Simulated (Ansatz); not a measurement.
**Symmetry broken, then relaxed in Te$_{2}$Mo**

Method: Ansatz 0.2.0, DFT PBE+D3(BJ), scalar-relativistic, plane waves, PAW. Cutoff 420 eV, Γ-centred 12×12×2 k-points, Gaussian smearing of 0.05 eV. No spin polarisation. Energies are free energies at this smearing, counted from the undisturbed cell; pressure is positive in compression.

The undisturbed cell (relaxed at this level):

```yaml
crystal:
  lattice:
    - [3.49640, 0.00000, 0.00000]
    - [-1.74820, 3.02797, 0.00000]
    - [0.00000, 0.00000, 13.70084]
  atoms:
    - { symbol: Te, position: [0.33333, 0.66667, 0.61734] }
    - { symbol: Te, position: [0.66667, 0.33333, 0.11734] }
    - { symbol: Te, position: [0.33333, 0.66667, 0.88266] }
    - { symbol: Te, position: [0.66667, 0.33333, 0.38266] }
    - { symbol: Mo, position: [0.33333, 0.66667, 0.25000] }
    - { symbol: Mo, position: [0.66667, 0.33333, 0.75000] }
```

The atoms are displaced (Å, in the unstrained cell):

```csv
atom,ux,uy,uz
Te1,-0.170,-0.006,0.100
Te2,-0.100,-0.011,-0.026
Te3,0.114,-0.151,0.056
Te4,0.092,0.144,-0.096
Mo5,-0.127,-0.071,-0.076
Mo6,0.191,0.096,0.043
```

Cell and atoms are then relaxed.

Problem. Does the relaxation return to the undisturbed structure?

Solution. Yes (up to a choice of domain or origin): same space group and volume, and an energy 0.0 meV/atom from it. The disturbance itself cost 206.5 meV/atom. The final space group reads P6_3/mmc (tolerance 0.05 Å) and the volume changes by -0.01 %.

Final structure:

```xyz
6
Lattice="3.4967 0.0000 -0.0001 -1.7483 3.0283 0.0000 -0.0003 -0.0001 13.6977" Properties=species:S:1:pos:R:3 pbc="T T T"
Te   -0.0007    2.0191    8.4556
Te    1.7487    1.0091    1.6080
Te   -0.0006    2.0191   12.0897
Te    1.7487    1.0091    5.2421
Mo    0.0004    2.0185    3.4251
Mo    1.7477    1.0097   10.2726
```

The relaxation, step by step (energy from the first step; small jumps at an unchanged geometry come where the plane waves are selected anew for the new cell):

```
step  ΔE (meV/atom) largest force component (eV/Å) pressure (GPa)
   1            0.0                           3.583            4.82
   2         -191.6                           0.418           -1.30
   3         -202.0                           0.206           -0.66
   4         -206.4                           0.017            0.07
   5         -206.5                           0.001            0.00
   6         -206.5                           0.001            0.00
```